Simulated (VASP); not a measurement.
Write the native input for VASP 6.6.1 that does the following.

```
Task                   : relaxation of cell and atoms
Functional             : r2SCAN
Potentials or basis    : VASP PAW PBE potentials, release 64 (Zr_sv, N)
Cutoff                 : 600 eV
k mesh                 : 14 × 14 × 14
Occupations            : methfessel-paxton, width 0.1 eV
Spin                   : no spin polarisation
Further INCAR settings : ALGO = Normal; EDIFF = 1e-06; IBRION = 2; EDIFFG = -0.01; NSW = 90; ISIF = 3
```

The structure of ZrN lies in POSCAR:

```
ZrN
1.0
    0.0000000000      2.3000000000      2.3000000000
    2.3000000000      0.0000000000      2.3000000000
    2.3000000000      2.3000000000      0.0000000000
Zr N
1 1
Direct
    0.0000000000      0.0000000000      0.0000000000
    0.5000000000      0.5000000000      0.5000000000
```

The cell was built by a generator and needn't be a form met in nature.

The input as run:

INCAR

```
PREC = Accurate
ENCUT = 600
EDIFF = 1E-6
ISMEAR = 1
SIGMA = 0.1
LREAL = False
LASPH = True
NELM = 80
ALGO = Normal
ISIF = 3
LWAVE = False
LCHARG = False
METAGGA = R2SCAN
LMIXTAU = True
IBRION = 2
NSW = 90
EDIFFG = -0.01
```

KPOINTS

```
regular mesh
0
Gamma
  14 14 14
```

Potentials or basis: VASP PAW PBE potentials, release 64 (Zr_sv, N).

Launch:

```bash
$ cat potpaw_PBE.64/Zr_sv/POTCAR potpaw_PBE.64/N/POTCAR > POTCAR
$ mpirun -np 1 vasp_std > vasp.out
```

Results of the run:

The relaxed volume is 12.07 Å³/atom. The relaxed cell is a = 3.244 Å, b = 3.244 Å, c = 3.244 Å, α = 60.00°, β = 60.00°, γ = 60.00°. The space group after relaxing (to 0.05 Å) is Fm-3m (No. 225). The energy gained by relaxing is 0.6 meV/atom and the ionic steps are 3. The pressure after relaxing is 0.0 GPa. The band gap on the k mesh is none (metal or under the smearing width).

Caveat: the PAW data sets were made with another functional, which shifts forces and pressure a little.

It took 5.7 min on 1 thread of AMD EPYC 9R45 (Zen 5), on a shared host, peak memory 0.17 GiB.
